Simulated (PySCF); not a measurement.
Species: C₄H₆.
InChI=1S/C4H6/c1-3-2-4(1)3/h3-4H,1-2H2/t3-,4+

The closed-shell ground state was solved at several levels (PySCF, density fitting, gas phase, non-relativistic). Isolated species at its PBE0-D3(BJ)/def2-SVP geometry, gas phase.

| level | basis functions | total energy (Eh) | HOMO (eV) | LUMO (eV) | gap (eV) | dipole (D) |
| --- | --- | --- | --- | --- | --- | --- |
| wB97X-D/def2-SVPD | 128 | -155.7934 | -8.96 | 2.72 | 11.68 | 0.70 |
| B3LYP/pcJ-1 | 168 | -155.9593 | -6.85 | 1.42 | 8.27 | 0.78 |

What might PBE0/pcSseg-1 (98 basis functions) give for the same quantities?

Total energy -155.7412 Eh, HOMO -7.08 eV, LUMO 1.73 eV, gap 8.81 eV, dipole 0.79 D.

Over all these levels, which gives the widest orbital gap and which the narrowest?

wB97X-D/def2-SVPD (range-separated hybrid) has the widest, 11.68 eV, and B3LYP/pcJ-1 (global hybrid, 20 % exact exchange) the narrowest, 8.27 eV. Functional and basis both differ between the two, so the spread mixes both effects.

How far do the dipole and the HOMO energy spread over the levels?

The dipole runs from 0.70 to 0.79 D (mean 0.76 D) and the HOMO from -8.96 to -6.85 eV.

wB97X-D is run here without its empirical dispersion term; that term would change no orbital, density or response property at a fixed geometry.
